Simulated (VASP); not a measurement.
# InSb (F-43m) in VASP: further runs, part 2 of 2

VASP 6.6.1. Earlier steps stand in the parts before.

## Step 3: Phonons, PBE

Contents of POSCAR:

```
InSb
1.0
    0.0000000000      3.3176396663      3.3176396663
    3.3176396663     -0.0000000000      3.3176396663
    3.3176396663      3.3176396663     -0.0000000000
  In              Sb
     1     1
Direct
     0.0000000000000000    0.0000000000000000    1.0000000000000000
     0.2500000000000000    0.2500000000000000    0.2500000000000000
```

Contents of INCAR.step1:

```
SYSTEM = InSb
  ALGO = Fast
  EDIFF = 1E-8
  EDIFFG = -0.002
  ENCUT = 600
  GGA = PE
  IBRION = 2
  ISIF = 3
  ISMEAR = 0
  LASPH = .TRUE.
  LCHARG = .FALSE.
  LREAL = .FALSE.
  LWAVE = .FALSE.
  NELM = 80
  NSW = 40
  PREC = Accurate
  SIGMA = 0.03
```

Contents of INCAR.step2:

```
SYSTEM = InSb
  ALGO = Fast
  EDIFF = 1E-8
  ENCUT = 600
  GGA = PE
  IBRION = 6
  ISIF = 2
  ISMEAR = 0
  LASPH = .TRUE.
  LCHARG = .FALSE.
  LREAL = .FALSE.
  LWAVE = .FALSE.
  NELM = 80
  NFREE = 2
  NSW = 1
  POTIM = 0.015
  PREC = Accurate
  SIGMA = 0.03
```

Contents of KPOINTS:

```
k-points
0
G
  10 10 10
  0 0 0
```

Potentials or basis: VASP PAW PBE potentials, release 64 (In_d, Sb).

The run is started by

```
> cat potpaw_PBE.64/In_d/POTCAR potpaw_PBE.64/Sb/POTCAR > POTCAR
> cp INCAR.step1 INCAR
> mpirun -np 1 vasp_std > vasp.out
> cp CONTCAR POSCAR
> cp INCAR.step2 INCAR
> mpirun -np 1 vasp_std > vasp.out
```

OUTCAR:

```text
SYSTEM = InSb
   EDIFF = 1E-8
   ENCUT = 600
   GGA = PE
   IBRION = 6
   ISIF = 2
   ISMEAR = 0
   LASPH = .TRUE.
   LREAL = .FALSE.
   NELM = 80
   NFREE = 2
   NSW = 1
   POTIM = 0.015
   PREC = Accurate

 ion  position               nearest neighbor table
   1  0.000  0.000  0.000-   2 2.87   2 2.87   2 2.87   2 2.87
   2  0.250  0.250  0.250-   1 2.87   1 2.87   1 2.87   1 2.87

  LATTYP: Found a face centered cubic cell.
 ALAT       =     6.6352793326

  Lattice vectors:

 A1 = (   0.0000000000,   3.3176396663,   3.3176396663)
 A2 = (   3.3176396663,   0.0000000000,   3.3176396663)
 A3 = (   3.3176396663,   3.3176396663,   0.0000000000)

Analysis of symmetry for initial positions (statically):
=====================================================================
[... 729 lines left out ...]
  -------------------------------------------------------------------------------------
  Total       -0.0019880     -0.0016403     -0.0016403      0.0000000      0.0931545      0.0000000
  in kB       -0.0436115     -0.0359852     -0.0359852      0.0000000      2.0436046      0.0000000
  external PRESSURE =      -0.0385273 kB  Pullay stress =       0.0000000 kB
[... 17 lines left out ...]
  FREE ENERGIE OF THE ION-ELECTRON SYSTEM (eV)
  ---------------------------------------------------
  free  energy   TOTEN  =        -6.9515504673 eV

  energy  without entropy=       -6.9515222842  energy(sigma->0) =       -6.95153638

 INTERNAL STRAIN TENSORS FROM DISPLACED ATOMS
 ============================================

 INTERNAL STRAIN TENSOR FOR ION    1 for displacements in x,y,z  (eV/Angst):
          X           Y           Z          XY          YZ          ZX
  --------------------------------------------------------------------------------
  x     0.00000     0.00000     0.00000     0.00000     6.18118     0.00000
  y     0.00000     0.00000     0.00000     0.00000     0.00000     6.18118
  z     0.00000     0.00000     0.00000     6.18118     0.00000     0.00000

 INTERNAL STRAIN TENSOR FOR ION    2 for displacements in x,y,z  (eV/Angst):
          X           Y           Z          XY          YZ          ZX
  --------------------------------------------------------------------------------
  x     0.00000     0.00000     0.00000     0.00000    -6.21323     0.00000
  y     0.00000     0.00000     0.00000     0.00000     0.00000    -6.21323
  z     0.00000     0.00000     0.00000    -6.21323     0.00000     0.00000

 Eigenvectors and eigenvalues of the dynamical matrix
 ----------------------------------------------------

   1 f  =    4.882270 THz    30.676206 2PiTHz  162.854993 cm-1    20.191437 meV
             X         Y         Z           dx          dy          dz
      0.000000  0.000000  0.000000    -0.664366    0.268418   -0.026040
      1.658820  1.658820  1.658820     0.645876   -0.260948    0.025315
[... 21 lines left out ...]
   6 f/i=    0.002625 THz     0.016495 2PiTHz    0.087571 cm-1     0.010857 meV
             X         Y         Z           dx          dy          dz
      0.000000  0.000000  0.000000     0.004888   -0.022121   -0.696690
      1.658820  1.658820  1.658820     0.005028   -0.022754   -0.716635

 ELASTIC MODULI CONTR FROM IONIC RELAXATION (kBar)
 Direction    XX          YY          ZZ          XY          YZ          ZX
 --------------------------------------------------------------------------------
 XX          -0.0000     -0.0000     -0.0000     -0.0000      0.0000     -0.0000
 YY          -0.0000     -0.0000     -0.0000     -0.0000     -0.0000      0.0000
 ZZ          -0.0000     -0.0000     -0.0000      0.0000     -0.0000     -0.0000
 XY          -0.0000     -0.0000      0.0000   -146.1852      0.0000      0.0000
 YZ           0.0000     -0.0000     -0.0000      0.0000   -146.1852      0.0000
 ZX          -0.0000      0.0000     -0.0000      0.0000      0.0000   -146.1852
 --------------------------------------------------------------------------------
```

OUTCAR.step1:

```text
SYSTEM = InSb
   EDIFF = 1E-8
   EDIFFG = -0.002
   ENCUT = 600
   GGA = PE
   IBRION = 2
   ISIF = 3
   ISMEAR = 0
   LASPH = .TRUE.
[... 610 lines left out ...]
      0.00000      0.00000      0.00000         0.000000     -0.000000      0.000000
      1.65882      1.65882      1.65882        -0.000000      0.000000     -0.000000
 -----------------------------------------------------------------------------------
    total drift:                               -0.000000     -0.000000     -0.000000

  FREE ENERGIE OF THE ION-ELECTRON SYSTEM (eV)
  ---------------------------------------------------
  free  energy   TOTEN  =        -6.9521954532 eV

  energy  without entropy=       -6.9521491745  energy(sigma->0) =       -6.95217231

 reached required accuracy - stopping structural energy minimisation
```

It took 17 min on 1 thread of Intel Xeon Platinum 8375C at 2.90GHz (Ice Lake), shared host; peak memory 0.51 GiB.

Results:

```yaml
Highest_phonon_frequency_at_Γ_LO-TO_splitting_left_out: 163 cm⁻¹
```

Phonon frequencies in cm⁻¹ (negative: imaginary):
| q point | frequencies |
| --- | --- |
| (0.000, 0.000, 0.000) | 0 0 0 163 163 163 |

## Step 4: Phonons, r2SCAN

This run uses another cell than the first one, of 35.23 Å³/atom, 0.965 times its volume.

Contents of POSCAR:

```
InSb
1.0
    0.0000000000      3.2782339336      3.2782339336
    3.2782339336      0.0000000000      3.2782339336
    3.2782339336      3.2782339336      0.0000000000
  In              Sb
     1     1
Direct
     0.0000000000000000    0.0000000000000000    0.0000000000000000
     0.2500000000000000    0.2500000000000000    0.2500000000000000
```

Contents of INCAR.step1:

```
PREC = Accurate
ENCUT = 600
EDIFF = 1E-8
ISMEAR = 0
SIGMA = 0.03
LREAL = False
LASPH = True
NELM = 80
ALGO = Normal
ISIF = 3
LWAVE = False
LCHARG = False
METAGGA = R2SCAN
LMIXTAU = True
IBRION = 2
NSW = 40
EDIFFG = -0.002
```

Contents of INCAR.step2:

```
PREC = Accurate
ENCUT = 600
EDIFF = 1E-8
ISMEAR = 0
SIGMA = 0.03
LREAL = False
LASPH = True
NELM = 80
ALGO = Normal
ISIF = 2
LWAVE = False
LCHARG = False
METAGGA = R2SCAN
LMIXTAU = True
IBRION = 6
NFREE = 2
POTIM = 0.015
NSW = 1
```

Contents of KPOINTS:

```
Automatic mesh
0
Gamma
  10 10 10
```

Potentials or basis: VASP PAW PBE potentials, release 64 (In_d, Sb).

The run is started by

```
> cat potpaw_PBE.64/In_d/POTCAR potpaw_PBE.64/Sb/POTCAR > POTCAR
> cp INCAR.step1 INCAR
> mpirun -np 1 vasp_std > vasp.out
> cp CONTCAR POSCAR
> cp INCAR.step2 INCAR
> mpirun -np 1 vasp_std > vasp.out
```

OUTCAR:

```text
PREC = Accurate
   ENCUT = 600
   EDIFF = 1E-8
   ISMEAR = 0
   LREAL = False
   LASPH = True
   NELM = 80
   ISIF = 2
   METAGGA = R2SCAN
   IBRION = 6
   NFREE = 2
   POTIM = 0.015
   NSW = 1

 ion  position               nearest neighbor table
   1  0.000  0.000  0.000-   2 2.84   2 2.84   2 2.84   2 2.84
   2  0.250  0.250  0.250-   1 2.84   1 2.84   1 2.84   1 2.84
[... 773 lines left out ...]
  x     0.00000     0.00000     0.00000     0.00000     7.02947     0.00000
  y     0.00000     0.00000     0.00000     0.00000     0.00000     7.02947
  z     0.00000     0.00000     0.00000     7.02947     0.00000     0.00000

 INTERNAL STRAIN TENSOR FOR ION    2 for displacements in x,y,z  (eV/Angst):
          X           Y           Z          XY          YZ          ZX
  --------------------------------------------------------------------------------
  x     0.00000     0.00000     0.00000     0.00000    -7.02837     0.00000
  y     0.00000     0.00000     0.00000     0.00000     0.00000    -7.02837
  z     0.00000     0.00000     0.00000    -7.02837     0.00000     0.00000

 Eigenvectors and eigenvalues of the dynamical matrix
 ----------------------------------------------------

   1 f  =    5.175966 THz    32.521556 2PiTHz  172.651654 cm-1    21.406067 meV
             X         Y         Z           dx          dy          dz
      0.000000  0.000000  0.000000     0.000000    0.717103    0.000000
      1.639362  1.639362  1.639362     0.000000   -0.696967    0.000000
[... 21 lines left out ...]
   6 f/i=    0.002123 THz     0.013339 2PiTHz    0.070816 cm-1     0.008780 meV
             X         Y         Z           dx          dy          dz
      0.000000  0.000000  0.000000     0.000000    0.000000   -0.696967
      1.639362  1.639362  1.639362     0.000000    0.000000   -0.717103

 ELASTIC MODULI CONTR FROM IONIC RELAXATION (kBar)
 Direction    XX          YY          ZZ          XY          YZ          ZX
 --------------------------------------------------------------------------------
 XX          -0.0000     -0.0000     -0.0000      0.0000      0.0000     -0.0000
 YY          -0.0000     -0.0000      0.0000     -0.0000      0.0000      0.0000
 ZZ          -0.0000      0.0000     -0.0000      0.0000      0.0000     -0.0000
 XY           0.0000     -0.0000      0.0000   -173.3501     -0.0000     -0.0000
 YZ           0.0000      0.0000      0.0000     -0.0000   -173.3501     -0.0000
 ZX          -0.0000      0.0000     -0.0000     -0.0000     -0.0000   -173.3501
 --------------------------------------------------------------------------------
```

OSZICAR.step1:

```text
N       E                     dE             d eps       ncg     rms          rms(c)
DAV:   1     0.754364347046E+02    0.75436E+02   -0.88806E+03  1222   0.155E+03
DAV:   2    -0.435678822677E+02   -0.11900E+03   -0.11626E+03  1292   0.333E+02
DAV:   3    -0.516303135911E+02   -0.80624E+01   -0.80099E+01  1567   0.921E+01
[... 31 lines left out ...]
DAV:   7    -0.487686634702E+02   -0.11054E-05   -0.57997E-07  1222   0.748E-03    0.861E-04
DAV:   8    -0.487686635409E+02   -0.70738E-07   -0.91252E-08  1227   0.350E-03    0.472E-04
DAV:   9    -0.487686635201E+02    0.20807E-07   -0.13156E-08   926   0.150E-03    0.273E-04
DAV:  10    -0.487686635369E+02   -0.16791E-07   -0.15862E-09   651   0.539E-04    0.182E-04
DAV:  11    -0.487686635356E+02    0.12385E-08   -0.59268E-10   611   0.376E-04
   2 F= -.48768664E+02 E0= -.48768639E+02  d E =-.667224E-07
```

It took 34 min on 1 thread of Intel Xeon 6975P-C (Granite Rapids), shared host; peak memory 0.49 GiB.

What came out:

* Highest phonon frequency at Γ, LO-TO splitting left out: 173 cm⁻¹

Phonon frequencies in cm⁻¹ (negative: imaginary):
```tsv
q point	frequencies
(0.000, 0.000, 0.000)	0 0 0 173 173 173
```

Caveat: the PAW data sets were made with another functional, which shifts forces and pressure a little.
